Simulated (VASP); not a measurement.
# SnTe (Fm-3m) in VASP: band structure with PBE

Aim: the band structure of SnTe with PBE.

Program: VASP 6.6.1. These are calculated values, not measurements. Logs are shortened: lines on timing, memory, paths and dates and some standing lists are left out, and cuts for length are marked.

**Measured values to compare with.**

A printed reference work, textbook reports, for a bulk crystal of SnTe at 300 K: band gap 0.18 eV (direct).

The results are compared with them further down.

## 1. Starting point

Symmetry: Fm-3m, No. 225, cubic system. Conventional cell: a = 6.407 Å, b = 6.407 Å, c = 6.407 Å, α = 90.00°, β = 90.00°, γ = 90.00°. Sn (site symmetry m-3m) is surrounded by 6 Te at 3.20 Å. Te (site symmetry m-3m) has 6 Sn at 3.20 Å as nearest neighbours.

## 2. Band structure, PBE

POSCAR

```
SnTe                                    
1.0
   -0.0000000000      3.2033931856      3.2033931856
    3.2033931856      0.0000000000      3.2033931856
    3.2033931856      3.2033931856      0.0000000000
  Sn              Te            
     1     1
Direct
     0.0000000000000000    0.0000000000000000    0.0000000000000000
     0.5000000000000000    0.5000000000000000    0.5000000000000000
```

INCAR.step1

```
  PREC = Accurate
  ENCUT = 250
  EDIFF = 1E-7
  ISMEAR = 0
  SIGMA = 0.02
  LREAL = False
  LASPH = True
  NELM = 80
  ALGO = Normal
  ISIF = 2
  LWAVE = False
  LCHARG = True
  GGA = PE
```

KPOINTS.step1

```
regular mesh
0
Gamma
  8 8 8
```

INCAR.step2

```
  PREC = Accurate
  ENCUT = 250
  EDIFF = 1E-7
  ISMEAR = 0
  SIGMA = 0.05
  LREAL = False
  LASPH = True
  NELM = 80
  ALGO = Normal
  ISIF = 2
  LWAVE = False
  LCHARG = False
  GGA = PE
  ICHARG = 11
```

KPOINTS.step2

```
path GXWKGLUWLK,UX
20
line-mode
reciprocal
 0.0000000000  0.0000000000  0.0000000000  G
 0.5000000000  0.0000000000  0.5000000000  X

 0.5000000000  0.0000000000  0.5000000000  X
 0.5000000000  0.2500000000  0.7500000000  W

 0.5000000000  0.2500000000  0.7500000000  W
 0.3750000000  0.3750000000  0.7500000000  K

 0.3750000000  0.3750000000  0.7500000000  K
 0.0000000000  0.0000000000  0.0000000000  G

 0.0000000000  0.0000000000  0.0000000000  G
 0.5000000000  0.5000000000  0.5000000000  L

 0.5000000000  0.5000000000  0.5000000000  L
 0.6250000000  0.2500000000  0.6250000000  U

 0.6250000000  0.2500000000  0.6250000000  U
 0.5000000000  0.2500000000  0.7500000000  W

 0.5000000000  0.2500000000  0.7500000000  W
 0.5000000000  0.5000000000  0.5000000000  L

 0.5000000000  0.5000000000  0.5000000000  L
 0.3750000000  0.3750000000  0.7500000000  K

 0.6250000000  0.2500000000  0.6250000000  U
 0.5000000000  0.0000000000  0.5000000000  X
```

Potentials or basis: VASP PAW PBE potentials, release 64 (Sn_d, Te).

On the command line:

```bash
$ cat potpaw_PBE.64/Sn_d/POTCAR potpaw_PBE.64/Te/POTCAR > POTCAR
$ cp INCAR.step1 INCAR
$ cp KPOINTS.step1 KPOINTS
$ mpirun -np 1 vasp_std > vasp.out
$ cp INCAR.step2 INCAR
$ cp KPOINTS.step2 KPOINTS
$ mpirun -np 1 vasp_std > vasp.out
```

OUTCAR:

```text
PREC = Accurate
   ENCUT = 250
   EDIFF = 1E-7
   ISMEAR = 0
   LREAL = False
   LASPH = True
   NELM = 80
   ISIF = 2
   GGA = PE
   ICHARG = 11

 ion  position               nearest neighbor table
   1  0.000  0.000  0.000-   2 3.20   2 3.20   2 3.20   2 3.20   2 3.20   2 3.20
   2  0.500  0.500  0.500-   1 3.20   1 3.20   1 3.20   1 3.20   1 3.20   1 3.20

  LATTYP: Found a face centered cubic cell.
 ALAT       =     6.4067863712

  Lattice vectors:

 A1 = (   0.0000000000,   3.2033931856,   3.2033931856)
 A2 = (   3.2033931856,   0.0000000000,   3.2033931856)
 A3 = (   3.2033931856,   3.2033931856,   0.0000000000)

Analysis of symmetry for initial positions (statically):
=====================================================================
 Subroutine PRICEL returns:
 Original cell was already a primitive cell.

 Routine SETGRP: Setting up the symmetry group for a
 face centered cubic supercell.

 Subroutine GETGRP returns: Found 48 space group operations
 (whereof 48 operations were pure point group operations)
 out of a pool of 48 trial point group operations.

The static configuration has the point symmetry O_h .

Analysis of symmetry for dynamics (positions and initial velocities):
=====================================================================
 Subroutine PRICEL returns:
 Original cell was already a primitive cell.

 Routine SETGRP: Setting up the symmetry group for a
 face centered cubic supercell.

 Subroutine GETGRP returns: Found 48 space group operations
 (whereof 48 operations were pure point group operations)
 out of a pool of 48 trial point group operations.

The dynamic configuration has the point symmetry O_h .

 Subroutine INISYM returns: Found 48 space group operations
 (whereof 48 operations are pure point group operations),
 and found     1 'primitive' translations

----------------------------------------------------------------------------------------

                                     Primitive cell

  volume of cell :      65.7447

  direct lattice vectors                    reciprocal lattice vectors
     0.000000000  3.203393186  3.203393186    -0.156084493  0.156084493  0.156084493
     3.203393186  0.000000000  3.203393186     0.156084493 -0.156084493  0.156084493
     3.203393186  3.203393186  0.000000000     0.156084493  0.156084493 -0.156084493

  length of vectors
     4.530282089  4.530282089  4.530282089     0.270346271  0.270346271  0.270346271

  position of ions in fractional coordinates (direct lattice)
     0.000000000  0.000000000  0.000000000
     0.500000000  0.500000000  0.500000000

  ion indices of the primitive-cell ions
[... 83 lines left out ...]
   EFERMI =   0.00;   METHOD = LEGACY
   ISMEAR =     0;   SIGMA  =   0.05  broadening in eV -4-tet -1-fermi 0-gaus
   EFERMI_NEDOS =   21; number of points for ismear=-14 and -15
   IALGO  =     38    algorithm
   IMIX   =      4    mixing-type and parameters
     AMIX     =   0.40;   BMIX     =  1.00
     AMIX_MAG =   1.60;   BMIX_MAG =  1.00
  volume/ion in A,a.u.               =      32.87       221.83
  Fermi-wavevector in a.u.,A,eV,Ry     =   1.101027  2.080639 16.493801  1.212260
  Thomas-Fermi vector in A             =   2.237447
   LORBIT       =      0    0 simple, 1 ext, 2 COOP (PROOUT), +10 PAW based schemes
   GGA     = PE    functional components
   LHFCALC =     F    Hartree Fock is set to
   AEXX    =    0.0000 exact exchange contribution
   IVDW    =     0    specifies the selected vdW correction
   LEPSILON=     F    determine dielectric tensor
   LRPA    =     F    only Hartree local field effects (RPA)
 non-spin polarized calculation
 Gauss-broadening in eV      SIGMA  =   0.05
  energy-cutoff  :      250.00
  volume of cell :       65.74
 maximum number of plane-waves:       609
 NGX is ok and might be reduce to    24

 number of electron      20.0000051 magnetization

 Free energy of the ion-electron system (eV)
  ---------------------------------------------------
  ext. energy  EPLUGINS =         0.00000000
  ---------------------------------------------------
  free energy    TOTEN  =        -8.47273180 eV

  energy without entropy =       -8.47173153  energy(sigma->0) =       -8.47223166

 E-fermi :   6.3685     XC(G=0):  -9.2727

 val. band max:        6.3468636962   @ k =   0.5000   0.5000   0.5000
 cond. band min:       6.3932999581   @ k =   0.5000   0.5000   0.5000
 fundamental gap:      0.0464362619
 Fermi energy:         6.3684501082

 k-point     1 :       0.0000    0.0000    0.0000
  band No.  band energies     occupation
      1     -15.5020      2.00000
      2     -15.5020      2.00000
      3     -15.4968      2.00000
      4     -15.4968      2.00000
      5     -15.4968      2.00000
      6      -6.0937      2.00000
      7       1.4815      2.00000
      8       4.3412      2.00000
      9       4.3412      2.00000
     10       4.3412      2.00000
     11       9.5921      0.00000
     12       9.5921      0.00000
     13       9.5921      0.00000
     14      11.1924      0.00000
[... 377 lines left out ...]
      1     -15.5149      2.00000
      2     -15.4996      2.00000
      3     -15.4982      2.00000
      4     -15.4880      2.00000
      5     -15.4878      2.00000
      6      -4.6714      2.00000
      7      -0.1510      2.00000
      8       1.1389      2.00000
      9       2.8050      2.00000
     10       2.9711      2.00000
     11       8.7976      0.00000
     12      10.7884      0.00000
     13      11.0614      0.00000
     14      12.3331      0.00000

 [... further k-points ...]

------------------------ aborting loop because EDIFF is reached ----------------------------------------

  FORCE on cell =-STRESS in cart. coord.  units (eV):
  Direction    XX          YY          ZZ          XY          YZ          ZX
  --------------------------------------------------------------------------------------
  -------------------------------------------------------------------------------------
  Total       -0.9801696     -0.9801696     -0.9801696     -0.0000000      0.0000000      0.0000000
  in kB      -23.8864197    -23.8864197    -23.8864197     -0.0000000      0.0000000      0.0000000
  external PRESSURE =     -23.8864197 kB  Pullay stress =       0.0000000 kB

 VOLUME and BASIS-vectors are now :
 -----------------------------------------------------------------------------
  energy-cutoff  :      250.00
  volume of cell :       65.74
      direct lattice vectors                 reciprocal lattice vectors
     0.000000000  3.203393186  3.203393186    -0.156084493  0.156084493  0.156084493
     3.203393186  0.000000000  3.203393186     0.156084493 -0.156084493  0.156084493
     3.203393186  3.203393186  0.000000000     0.156084493  0.156084493 -0.156084493

 POSITION                                       TOTAL-FORCE (eV/Angst)
 -----------------------------------------------------------------------------------
      0.00000      0.00000      0.00000         0.000000     -0.000000     -0.000000
      3.20339      3.20339      3.20339        -0.000000      0.000000      0.000000
 -----------------------------------------------------------------------------------
    total drift:                                0.000000     -0.000000     -0.000000

  FREE ENERGIE OF THE ION-ELECTRON SYSTEM (eV)
  ---------------------------------------------------
  free  energy   TOTEN  =        -8.4727318012 eV

  energy  without entropy=       -8.4717315279  energy(sigma->0) =       -8.47223166
```

OSZICAR.step1:

```text
N       E                     dE             d eps       ncg     rms          rms(c)
DAV:   1     0.927692755828E+02    0.92769E+02   -0.69154E+03   826   0.993E+02
DAV:   2    -0.154024195434E+01   -0.94310E+02   -0.92745E+02   974   0.259E+02
DAV:   3    -0.751165333398E+01   -0.59714E+01   -0.59594E+01   998   0.708E+01
DAV:   4    -0.762682496236E+01   -0.11517E+00   -0.11516E+00  1006   0.105E+01
DAV:   5    -0.762965874517E+01   -0.28338E-02   -0.28338E-02  1024   0.135E+00    0.409E+00
DAV:   6    -0.756128012214E+01    0.68379E-01   -0.16819E-01   934   0.263E+00    0.255E+00
DAV:   7    -0.756171918529E+01   -0.43906E-03   -0.58561E-02   956   0.119E+00    0.869E-01
DAV:   8    -0.756246704401E+01   -0.74786E-03   -0.75886E-03   872   0.779E-01    0.162E-01
DAV:   9    -0.756252444646E+01   -0.57402E-04   -0.68428E-04  1002   0.263E-01    0.483E-02
DAV:  10    -0.756255250464E+01   -0.28058E-04   -0.94969E-05   842   0.755E-02    0.216E-02
DAV:  11    -0.756256029078E+01   -0.77861E-05   -0.35427E-05   914   0.446E-02    0.193E-02
DAV:  12    -0.756255994599E+01    0.34479E-06   -0.24749E-06   998   0.994E-03    0.104E-02
DAV:  13    -0.756255942751E+01    0.51848E-06   -0.48479E-07   944   0.532E-03    0.216E-03
DAV:  14    -0.756255939166E+01    0.35852E-07   -0.33919E-07   674   0.589E-03
   1 F= -.75625594E+01 E0= -.75625365E+01  d E =-.458539E-04
```

Wall time 58 s (1 thread of AMD EPYC 7R43 (Zen 3), shared host); peak memory 0.15 GiB.

What came out:

| Quantity | Value |
| --- | --- |
| Band gap on the k mesh | 0.05 eV, direct |
| Band gap along the path | 0.05 eV, direct |

Levels at the corners of the path, in eV from the valence-band top:
| point | band 6 | band 7 | band 8 | band 9 | band 10 | band 11 | band 12 | band 13 | band 14 |
| --- | --- | --- | --- | --- | --- | --- | --- | --- | --- |
| Γ | -12.44 | -4.87 | -2.01 | -2.01 | -2.01 | 3.25 | 3.25 | 3.25 | 4.85 |
| X | -11.02 | -6.43 | -5.23 | -3.50 | -3.50 | 2.37 | 4.69 | 4.69 | 6.03 |
| X | -11.02 | -6.43 | -5.23 | -3.50 | -3.50 | 2.37 | 4.69 | 4.69 | 6.03 |
| W | -10.94 | -7.22 | -4.52 | -4.52 | -0.81 | 0.85 | 4.59 | 4.59 | 5.88 |
| W | -10.94 | -7.22 | -4.52 | -4.52 | -0.81 | 0.85 | 4.59 | 4.59 | 5.88 |
| K | -10.99 | -7.25 | -4.85 | -3.03 | -2.59 | 2.92 | 3.00 | 4.22 | 5.31 |
| K | -10.99 | -7.25 | -4.85 | -3.03 | -2.59 | 2.92 | 3.00 | 4.22 | 5.31 |
| Γ | -12.44 | -4.87 | -2.01 | -2.01 | -2.01 | 3.25 | 3.25 | 3.25 | 4.85 |
| Γ | -12.44 | -4.87 | -2.01 | -2.01 | -2.01 | 3.25 | 3.25 | 3.25 | 4.85 |
| L | -11.28 | -8.08 | -1.68 | -1.68 | 0.00 | 0.05 | 0.44 | 0.44 | 7.67 |
| L | -11.28 | -8.08 | -1.68 | -1.68 | 0.00 | 0.05 | 0.44 | 0.44 | 7.67 |
| U | -10.99 | -7.25 | -4.85 | -3.03 | -2.59 | 2.92 | 3.00 | 4.22 | 5.31 |
| U | -10.99 | -7.25 | -4.85 | -3.03 | -2.59 | 2.92 | 3.00 | 4.22 | 5.31 |
| W | -10.94 | -7.22 | -4.52 | -4.52 | -0.81 | 0.85 | 4.59 | 4.59 | 5.88 |
| W | -10.94 | -7.22 | -4.52 | -4.52 | -0.81 | 0.85 | 4.59 | 4.59 | 5.88 |
| L | -11.28 | -8.08 | -1.68 | -1.68 | 0.00 | 0.05 | 0.44 | 0.44 | 7.67 |
| L | -11.28 | -8.08 | -1.68 | -1.68 | 0.00 | 0.05 | 0.44 | 0.44 | 7.67 |
| K | -10.99 | -7.25 | -4.85 | -3.03 | -2.59 | 2.92 | 3.00 | 4.22 | 5.31 |
| U | -10.99 | -7.25 | -4.85 | -3.03 | -2.59 | 2.92 | 3.00 | 4.22 | 5.31 |
| X | -11.02 | -6.43 | -5.23 | -3.50 | -3.50 | 2.37 | 4.69 | 4.69 | 6.03 |

Caveat: the cutoff is under 1.25 times the usual one of these potentials, so pressure, stress and relaxed cells hold a basis-set (Pulay) error; the log is that of the step along the path at fixed density, whose energy, stress, charges and moments have no meaning; spin-orbit coupling is left out, which moves the levels of the heavy elements.

## 3. Comparison with measurements

Step 2. Measured gap of SnTe: 0.18 eV (direct; 300 K; a printed reference work, textbook). This calculation gives 0.05 eV (-0.13 eV). Spin-orbit coupling on Sn, Te is left out. The value is that of PBE, without temperature or zero-point motion. Semilocal functionals fall short of measured gaps as a rule.
